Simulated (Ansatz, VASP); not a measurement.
NbP: VASP beside Ansatz

```
CELL_PARAMETERS angstrom
-1.67492 1.67492 5.74011
1.67492 -1.67492 5.74011
1.67492 1.67492 -5.74011
ATOMIC_POSITIONS crystal
Nb 0.49992 0.49992 0.00000
Nb 0.24992 0.74992 0.50000
P 0.08271 0.08271 0.00000
P 0.83271 0.33271 0.50000
```

Alike in both runs: functional PBE; k mesh 9 × 9 × 9; occupations gaussian, width 0.05 eV; no spin polarisation.

Ansatz relaxed the structure, and its values are those at the end. VASP's run is a single point on that final structure, the one shown.

|  | VASP | Ansatz |
| --- | --- | --- |
| version | VASP 6.6.1 | Ansatz 0.2.0 |
| potentials or method | VASP PAW PBE potentials, release 64 (Nb_sv, P) | scalar-relativistic, plane waves, PAW |
| plane-wave cutoff (eV) | 520 | 420 |
| valence electrons in the cell | 36 | 36 |

```tsv
	VASP	Ansatz	Ansatz less VASP
gap on the k mesh at the Fermi level (eV)	none	none	-
pressure (GPa)	-1.4	-1.1	+0.38
```

A gap of «none» marks a metal or a gap that the smearing closes. Ansatz warned: «stress_scf_threshold_loose».
